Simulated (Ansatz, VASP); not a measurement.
Two plane-wave programs on W

```
W
1.0
     2.57708    0.00000    0.00000
     0.00000    2.57708    0.00000
     0.00000    0.00000    2.57708
W
1
Cartesian
  0.0000 0.0000 0.0000
```

The cell was built by a generator and needn't be a form met in nature.

Alike in both runs: task relaxation of cell and atoms; functional revPBE; k mesh 12 × 12 × 12; occupations fermi-dirac, width 0.1 eV; no spin polarisation.

|  | VASP | Ansatz |
| --- | --- | --- |
| version | VASP 6.6.1 | Ansatz 0.2.0 |
| potentials or method | VASP PAW PBE potentials, release 64 (W_sv) | plane waves (420 eV) with PAW, scalar-relativistic |
| plane-wave cutoff (eV) | 600 | 420 |
| valence electrons in the cell | 14 | 14 |

|  | VASP | Ansatz | Ansatz less VASP |
| --- | --- | --- | --- |
| relaxed volume (Å³/atom) | 18.58 | 18.54 | -0.043 |
| relaxed cell length with the largest relative difference (Å) | 2.649 | 2.647 | -0.0021 |
| energy change over the relaxation (meV/atom) | -89 | -83 | +6.3 |

Caveats: the PAW data sets were made with another functional, which shifts forces and pressure a little (VASP). Spin-orbit coupling is left out, which matters for the levels of W.
